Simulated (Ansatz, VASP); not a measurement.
# Cross-check of In7GaP8 (random alloy of the zinc-blende GaP-InP line, x = 0.875) between VASP and Ansatz, part 2 of 2

Wanted: the spread between two codes on one cell, functional and k mesh. Of the first pair: The structure shown is the start of the Ansatz relaxation below; VASP solves that cell, so the two are compared at the walk's first step.

VASP 6.6.1 and Ansatz 0.2.0.

So far: The structure; Ansatz: relaxation, PBE.

**3. VASP: single point, PBE, start cell, pair 1**

Level of this step: PBE; plane waves and PAW (In_d, P, Ga_d) (VASP).

The same cell, functional, mesh and smearing now go to VASP, with its own data sets.

Lines of VASP's logs that name or quote its potential files are left out, and so is its time.

File INCAR:

```
SYSTEM = In7GaP8
PREC = Accurate
ENCUT = 400
EDIFF = 1E-06
NELM = 120
ISMEAR = -1
SIGMA = 0.025
LREAL = Auto
ALGO = Normal
GGA = PE
NBANDS = 336
LORBIT = 11
LWAVE = .FALSE.
LCHARG = .FALSE.
ISIF = 2
LASPH = .TRUE.
GGA_COMPAT = .FALSE.
EFERMI = MIDGAP
NCORE = 2
```

File POSCAR:

```
In7GaP8
1.0
   11.8075000000      0.0000000000      0.0000000000
    0.0000000000     11.8075000000      0.0000000000
    0.0000000000      0.0000000000     11.8075000000
In P Ga
28 32 4
Direct
    0.0027524878      0.9989582892      0.9991107347
    0.2500698708      0.2509930129      0.9981367775
    0.0015329240      0.9988397205      0.4997925048
    0.9988312513      0.2493330510      0.7488376032
    0.2481134872      0.0003980521      0.7528096549
    0.2487317383      0.2528731738      0.5000889265
    0.0002032606      0.5010459454      0.0005081516
    0.9996527631      0.7509887783      0.2514164726
    0.2487232691      0.5021215329      0.2508659750
    0.2519161550      0.7525725175      0.0037010375
    0.0002710142      0.5014778742      0.5005293246
    0.0003895829      0.7512936693      0.7496167690
    0.2503408850      0.5001990260      0.7488630108
    0.2520262545      0.7503112429      0.4993605759
    0.5006817701      0.2510099513      0.2481473640
    0.7495490155      0.0000592844      0.2476730891
    0.7505907262      0.2477831887      0.9999322465
    0.5027567224      0.2505695533      0.7479737455
    0.7479229303      0.0009316113      0.7513360152
    0.7513614228      0.2500783400      0.4996824053
    0.5009019691      0.5002329028      0.0001270379
    0.4994706754      0.7458818548      0.2517637095
    0.7497692145      0.4998009740      0.2500275249
    0.7504213424      0.7494982003      0.0008384501
    0.5037137413      0.4967859411      0.4989032395
    0.5000719881      0.7496167690      0.7522591573
    0.7478382384      0.5005293246      0.7508532712
    0.7509464324      0.7504128732      0.5004785094
    0.1231759475      0.1264704637      0.1211009951
    0.1245818336      0.3774804150      0.3715096337
    0.3731441880      0.1247088715      0.3735083633
    0.3769383866      0.3765318653      0.1258522126
    0.1234130849      0.1245479568      0.6258987931
    0.1235739996      0.3738640694      0.8749777684
    0.3762608512      0.1246834639      0.8735041287
    0.3739233538      0.3753207707      0.6285581198
    0.1244039805      0.6230616134      0.1244124497
    0.1265805632      0.8754774508      0.3764979886
    0.3744992589      0.6258310396      0.3748719035
    0.3726275672      0.8725471099      0.1241499047
    0.1215668008      0.6244759687      0.6263984755
    0.1246580563      0.8753165361      0.8756891806
    0.3756426000      0.6252127885      0.8769087444
    0.3739233538      0.8757230574      0.6251280965
    0.6261782765      0.1242430658      0.1270717764
    0.6252890112      0.3762523820      0.3733813254
    0.8755282659      0.1264281177      0.3735422401
    0.8722591573      0.3768960407      0.1256912979
    0.6283294516      0.1218462841      0.6270929494
    0.6264577599      0.3746940504      0.8739784036
    0.8739360576      0.1258776202      0.8730637307
    0.8748337921      0.3764725810      0.6262714376
    0.6260512386      0.6253906415      0.1261571035
    0.6287020961      0.8757484650      0.3748295575
    0.8730976075      0.6241202625      0.3733135719
    0.8746982850      0.8766716070      0.1253609994
    0.6265339826      0.6292780013      0.6245775990
    0.6245098454      0.8761465170      0.8744611476
    0.8771882278      0.6248062672      0.8739529960
    0.8748761380      0.8769680288      0.6256277790
    0.0029642177      0.2487063307      0.2505441457
    0.2494516197      0.9993478721      0.2519161550
    0.4994198603      0.0000677535      0.9989498200
    0.4999618886      0.9986872750      0.5021638789
```

File KPOINTS:

```
Automatic mesh
0
Gamma
1 1 1
0 0 0
```

PAW data sets: In_d, P and Ga_d (PBE family, release 64).

Run with:

```bash
$ mpirun -np 8 vasp_gam
```

Numbers of over 12 decimals in the logs are rounded to 6 here.

What it wrote:

```text
[banner, memory and clock lines left out]
running    8 mpi-ranks, on    1 nodes
[...]
LDA part: xc-table for (Slater+PW92), standard interpolation
 POSCAR, INCAR and KPOINTS ok, starting setup
[...]
entering main loop
       N       E                     dE             d eps       ncg     rms          rms(c)
DAV:   1     0.875693507504E+04    0.87569E+04   -0.21287E+05   696   0.201E+03
DAV:   2     0.186669096714E+04   -0.68902E+04   -0.67391E+04   672   0.603E+02
DAV:   3     0.260105942703E+02   -0.18407E+04   -0.17290E+04   752   0.268E+02
DAV:   4    -0.260979277507E+03   -0.28699E+03   -0.27276E+03   856   0.992E+01
[...]
DAV:  16    -0.265902823541E+03   -0.58048E-05   -0.25238E-05   752   0.153E-02    0.269E-02
DAV:  17    -0.265902822170E+03    0.13708E-05   -0.66714E-06   736   0.209E-02    0.314E-02
DAV:  18    -0.265902822904E+03   -0.73423E-06   -0.44651E-06   584   0.735E-03
   1 F= -.26590282E+03 E0= -.26590276E+03  d E =-.123055E-03
```

Parts of OUTCAR (step 3):

```text
  Total        4.3369449      4.4986550      4.3437320      0.1817409      0.8097486     -0.4768654
  in kB        4.2210513      4.3784401      4.2276570      0.1768843      0.7881102     -0.4641224
  external PRESSURE =       4.2757161 kB  Pullay stress =       0.0000000 kB

 POSITION                                       TOTAL-FORCE (eV/Angst)
 -----------------------------------------------------------------------------------
      0.03250     11.79520     11.79700        -0.496657      0.143659     -0.031447
      2.95270      2.96360     11.78550         0.230825      0.037542      0.136862
      0.01810     11.79380      5.90130        -0.194604      0.240441     -0.033910
     11.79370      2.94400      8.84190         0.006712      0.085325      0.045446
      2.92960      0.00470      8.88880         0.138788      0.027999     -0.247283
      2.93690      2.98580      5.90480        -0.053258     -0.232019     -0.041485
      0.00240      5.91610      0.00600        -0.114788     -0.250161     -0.039049
     11.80340      8.86730      2.96860         0.043406     -0.053107     -0.147619
      2.93680      5.92880      2.96210         0.232239     -0.082534     -0.240768
      2.97450      8.88600      0.04370        -0.435918     -0.432388     -0.426971
      0.00320      5.92120      5.91000        -0.235449     -0.160066     -0.190140
      0.00460      8.87090      8.85110        -0.153857      0.090106      0.052624
      2.95590      5.90610      8.84220        -0.205667      0.133953      0.366148
      2.97580      8.85930      5.89620        -0.179136     -0.080264      0.227341
[...]
-----------------------------------------------------------------------------------
    total drift:                               -0.001667     -0.003407      0.006661

  FREE ENERGIE OF THE ION-ELECTRON SYSTEM (eV)
  ---------------------------------------------------
  free  energy   TOTEN  =      -265.9028229043 eV

  energy  without entropy=     -265.9026998495  energy(sigma->0) =     -265.90276138

[... 2 further parts left out ...]
```

The run ends at a pressure of 0.43 GPa, with forces up to 1.7 eV/Å.

**4. Side by side**

Known differences besides the potentials themselves: the cutoff is 420 eV in Ansatz and 400 eV in VASP (PREC = Accurate, projectors in real space). Total energies have different zeros and are not compared.

Forces on 7 of the 64 atoms, those with the largest forces and the largest differences (eV/Å; atoms numbered as in POSCAR):

```csv
atom,"Ansatz x, y, z","VASP x, y, z"
P29,"0.265, -0.023, 1.508","0.265, -0.023, 1.500"
P40,"0.541, 1.542, 0.522","0.538, 1.534, 0.519"
P45,"-0.800, -0.457, -0.907","-0.797, -0.455, -0.904"
P48,"0.841, -0.803, 0.404","0.837, -0.799, 0.402"
P49,"-0.934, -0.106, -1.034","-0.930, -0.104, -1.029"
P54,"-0.983, 0.410, 0.527","-0.979, 0.408, 0.524"
P58,"-0.525, 0.397, 0.825","-0.521, 0.396, 0.820"
```

The forces differ by 1.9 meV/Å r.m.s., which is 0.6 % of the r.m.s. force of 0.354 eV/Å (both taken over all components).

**5. Ansatz: relaxation, PBE**

This run makes the geometry at which the two programs are then compared.

The structure compared here is the end of the Ansatz relaxation.

This is the run of step 2 again, met here at its other cell.

**6. VASP: single point, PBE, relaxed cell, pair 2**

The same cell, functional, mesh and smearing now go to VASP, with its own data sets.

INCAR: that of step 3 with these lines changed.

```diff
@@ -2,3 +2,3 @@
 PREC = Accurate
-ENCUT = 400
+ENCUT = 500
 EDIFF = 1E-06
```

File POSCAR:

```
In7GaP8
1.0
   11.8024540000      0.0001270000      0.0001240000
    0.0001270000     11.8142240000     -0.0001610000
    0.0001240000     -0.0001610000     11.8097610000
In P Ga
28 32 4
Direct
    0.0025800000      0.0024300000      0.0047800000
    0.2505000000      0.2458200000      0.0050400000
    0.0029000000      0.0025800000      0.4953200000
    0.0000100000      0.2497700000      0.7503600000
    0.2548100000      0.0003600000      0.7503800000
    0.2501500000      0.2454400000      0.4960200000
    0.0004100000      0.4974000000      0.0025200000
    0.0025600000      0.7528300000      0.2498700000
    0.2477900000      0.4977800000      0.2499600000
    0.2523800000      0.7553300000      0.0021800000
    0.9999800000      0.4981500000      0.4976000000
    0.0001100000      0.7506000000      0.7497400000
    0.2501100000      0.5002400000      0.7497400000
    0.2528400000      0.7546500000      0.4972200000
    0.4977200000      0.2434600000      0.2498900000
    0.7476200000      0.0026500000      0.2498400000
    0.7504600000      0.2473800000      0.0021900000
    0.5000800000      0.2454600000      0.7496800000
    0.7449000000      0.0002800000      0.7497700000
    0.7497900000      0.2476100000      0.4971300000
    0.5004400000      0.5005700000      0.0001800000
    0.4977100000      0.7570200000      0.2501400000
    0.7526600000      0.4976200000      0.2501300000
    0.7473700000      0.7526800000      0.0006600000
    0.4999000000      0.4997800000      0.4998300000
    0.4999100000      0.7551700000      0.7504600000
    0.7499800000      0.5002100000      0.7504200000
    0.7480400000      0.7531300000      0.5002400000
    0.1268100000      0.1247200000      0.1401700000
    0.1192000000      0.3667800000      0.3686600000
    0.3750900000      0.1115800000      0.3750700000
    0.3758200000      0.3742600000      0.1262100000
    0.1263600000      0.1245100000      0.6262500000
    0.1269000000      0.3727200000      0.8766300000
    0.3811000000      0.1188100000      0.8832800000
    0.3740700000      0.3724200000      0.6239500000
    0.1263100000      0.6263800000      0.1245200000
    0.1337200000      0.8827700000      0.3666700000
    0.3746100000      0.6250200000      0.3732500000
    0.3739000000      0.8905600000      0.1257200000
    0.1262900000      0.6265500000      0.6220600000
    0.1258000000      0.8770500000      0.8750400000
    0.3750400000      0.6275500000      0.8751200000
    0.3822800000      0.8825700000      0.6178200000
    0.6179200000      0.1183400000      0.1182000000
    0.6234700000      0.3727900000      0.3731600000
    0.8810900000      0.1312900000      0.3668900000
    0.8826800000      0.3652500000      0.1322100000
    0.6176100000      0.1181000000      0.6152800000
    0.6256500000      0.3732700000      0.8752400000
    0.8749900000      0.1236200000      0.8750600000
    0.8738800000      0.3738600000      0.6244200000
    0.6247000000      0.6263000000      0.1274800000
    0.6190300000      0.8834600000      0.3813100000
    0.8751400000      0.6276600000      0.3749000000
    0.8740300000      0.8761200000      0.1263000000
    0.6244000000      0.6265400000      0.6261400000
    0.6163100000      0.8831100000      0.8837900000
    0.8746000000      0.6253900000      0.8769600000
    0.8756200000      0.8778500000      0.6238800000
    0.0027400000      0.2472600000      0.2507400000
    0.2526100000      0.0027000000      0.2507500000
    0.4972000000      0.0011800000      0.0027700000
    0.4980400000      0.9997700000      0.4973100000
```

KPOINTS is that of step 3.

Run with:

```bash
$ mpirun -np 8 vasp_gam
```

What it wrote:

```text
[... set-up lines as in an earlier step ...]
 entering main loop
       N       E                     dE             d eps       ncg     rms          rms(c)
DAV:   1     0.950511598829E+04    0.95051E+04   -0.24227E+05   704   0.231E+03
DAV:   2     0.216017205530E+04   -0.73449E+04   -0.71849E+04   672   0.685E+02
DAV:   3     0.698250619677E+02   -0.20903E+04   -0.19672E+04   760   0.292E+02
DAV:   4    -0.256752893934E+03   -0.32658E+03   -0.30679E+03   848   0.110E+02
[...]
DAV:  14    -0.267495313739E+03   -0.14710E-05   -0.18868E-04   792   0.551E-02    0.341E-02
DAV:  15    -0.267495322112E+03   -0.83729E-05   -0.57259E-05   832   0.221E-02    0.146E-02
DAV:  16    -0.267495322268E+03   -0.15537E-06   -0.55517E-06   624   0.660E-03
   1 F= -.26749532E+03 E0= -.26749528E+03  d E =-.933391E-04
```

Parts of OUTCAR (step 6):

```text
  Total       -0.5032384     -0.5043082     -0.3930686      0.0108112      0.0093408      0.0067578
  in kB       -0.4896274     -0.4906683     -0.3824373      0.0105188      0.0090882      0.0065750
  external PRESSURE =      -0.4542443 kB  Pullay stress =       0.0000000 kB

 POSITION                                       TOTAL-FORCE (eV/Angst)
 -----------------------------------------------------------------------------------
      0.03045      0.02871      0.05645        -0.000065     -0.001005      0.003478
      2.95655      2.90420      0.05951         0.001512     -0.002866      0.002716
      0.03429      0.03040      5.84961         0.002096      0.003382     -0.001351
      0.00024      2.95072      8.86153        -0.000580     -0.000192     -0.003202
      3.00748      0.00416      8.86184         0.000191      0.001575     -0.000723
      2.95248      2.89964      5.85787         0.000578     -0.007585     -0.001696
      0.00490      5.87639      0.02968         0.001030      0.000415      0.000245
      0.03034      8.89406      2.95078         0.002398      0.000803     -0.000321
      2.92462      5.88088      2.95192        -0.001841     -0.004482     -0.002968
      2.97880      8.92367      0.02565        -0.000959      0.002511     -0.001126
     11.80234      5.88530      5.87658        -0.000115      0.005750      0.004268
      0.00149      8.86764      8.85413        -0.000874     -0.006373      0.006139
      2.95207      5.90986      8.85420        -0.001432     -0.004811      0.004658
      2.98429      8.91556      5.87196         0.000862     -0.002676     -0.003250
[...]
-----------------------------------------------------------------------------------
    total drift:                                0.011445     -0.020601     -0.013792

  FREE ENERGIE OF THE ION-ELECTRON SYSTEM (eV)
  ---------------------------------------------------
  free  energy   TOTEN  =      -267.4953222677 eV

  energy  without entropy=     -267.4952289286  energy(sigma->0) =     -267.49527560

[... 1 part as in an earlier step ...]

[... 1 further part left out ...]
```

The run ends at a pressure of -0.05 GPa, with forces up to 0.016 eV/Å.

**7. Comparison**

What differs besides the data sets and the points named for the pairs above, as far as they apply: the cutoff is 420 eV in Ansatz and 500 eV in VASP (PREC = Accurate, projectors in real space). Total energies have different zeros and are not compared.

The two programs side by side:

```csv
quantity,Ansatz,VASP,difference
pressure (GPa),0.00,-0.05,+0.04
gap on the k mesh (eV),0.496,0.492,+0.004
```

The largest component of a force difference here is 11 meV/Å. A gap on the mesh is an upper bound, since the band edges may lie between its points.

**8. What came out**

```json
{
  "r.m.s. force difference (single point, PBE, start cell, pair 1)": "0.55 % of the r.m.s. force",
  "difference in gap on the k mesh (single point, PBE, relaxed cell, pair 2)": "0.0042 eV"
}
```

In words: The r.m.s. force difference is 0.55 % of the r.m.s. force (single point, PBE, start cell, pair 1), within the 3 % picked in this series as the mark of a large difference. Such differences can come from data sets, numerical settings and the points named under the comparisons, not from the functional's error against experiment.

[Lines on the potential files, build, host, timing and source positions are cut from VASP's logs without a mark.]

[Logs are printed without paths, hosts, clocks, repeated set-up lines and the standing remarks that a program may print on its own settings, such as how far it seeks lower states.]

[Hosts, paths, dates, database ids (printed as entryN), source tags and the programs' standing remarks are cut or masked in the printed files.]
